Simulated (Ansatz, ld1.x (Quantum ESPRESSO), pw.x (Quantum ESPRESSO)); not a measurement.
scandium (Sc): one change to the TM potential, in the atom and in the bcc crystal

* Element: Sc
* Generator: ld1.x (Quantum ESPRESSO) 7.5
* Type: norm-conserving Troullier–Martins (Kleinman–Bylander form)
* Functional: PBE
* Relativity: scalar-relativistic
* Frozen core: [Ar]
* Valence charge: 3
* Reference configuration: 3d1 4s2 4p0
* Partial waves: 4p (bound, empty): rc 3.85 bohr; 3d (bound): rc 1.80 bohr; 4s (bound): rc 3.10 bohr
* Local potential: the s channel
* Core correction: none

Change: wave 4p (bound): rc 3.85 bohr becomes 4p (bound): rc 4.70 bohr.

Cutoffs, loose and tight: the cutoffs (Ry, on a coarse ladder) from which the occupation-weighted sum of valence levels, in a spherical-Bessel basis at the reference potential, stays within 10 and 1 mRy of its value at 400 Ry. They do not see the model core or the augmentation charge, which bear on the density cutoff. Test errors are all-electron minus pseudo excitation energies from the reference, over the configurations 3d1 4s1 4p0; 3d1 4s0 4p0; 3d1 4s1.5 4p0; 3d0 4s2 4p0; 3d1 4s0 4p1; 3d2 4s0 4p0; 3d1.5 4s1.5 4p0; variants that change the core or the reference have their own tests.

Crystal test: bcc Sc in pw.x 7.5, no spin, 13³ k-points, Fermi–Dirac smearing 0.01 Ry, cutoffs set for each file from its atomic test. The reference is all-electron LAPW (Ansatz 0.2.0) with the same functional, mesh and smearing; V0 and B0 come from Birch–Murnaghan fits to the pressures at five volumes. Errors are pseudo minus all-electron; Δ is the rms difference of the E(V) curves that follow from these fits, minima aligned, over ±6 % about the mean V0. Mesh and smearing are coarse, so the numbers serve the comparison and aren't converged zero-temperature values; the lattice is a test structure that the element need not adopt.

All-electron: a0 = 3.685 Å (V0 = 25.02 Å³/atom), B0 = 52.2 GPa.

Task: Does the change bring the crystal closer to the all-electron result?

Result: The mean pressure error goes from +4.32 to +4.91 GPa, so the change moves the solid further from the all-electron pressures. Neither pressure curve crosses zero within the volumes sampled, so no fits are given.

| quantity | base | changed |
| --- | --- | --- |
| outcome (atom) | generated | generated |
| cutoff, loose (atom) | 50 Ry | 50 Ry |
| cutoff, tight (atom) | 70 Ry | 70 Ry |
| bound ghosts (atom) | none | none |
| largest test error (meV) (atom) | +507 | +507 |
| cutoffs in pw.x (Ry) | 85/340 | 85/340 |
| mean pressure error (GPa) | +4.32 | +4.91 |

Base: The largest radius (3.85 bohr) exceeds half the bond length (3.01 bohr), so the spheres overlap, which is one possible source of error among others. This is a poor potential for the solid. Changed file: The largest radius (4.70 bohr) exceeds half the bond length (3.01 bohr), so the spheres overlap, which is one possible source of error among others. This is a poor potential for the solid. The atomic cutoffs weigh occupied waves only.
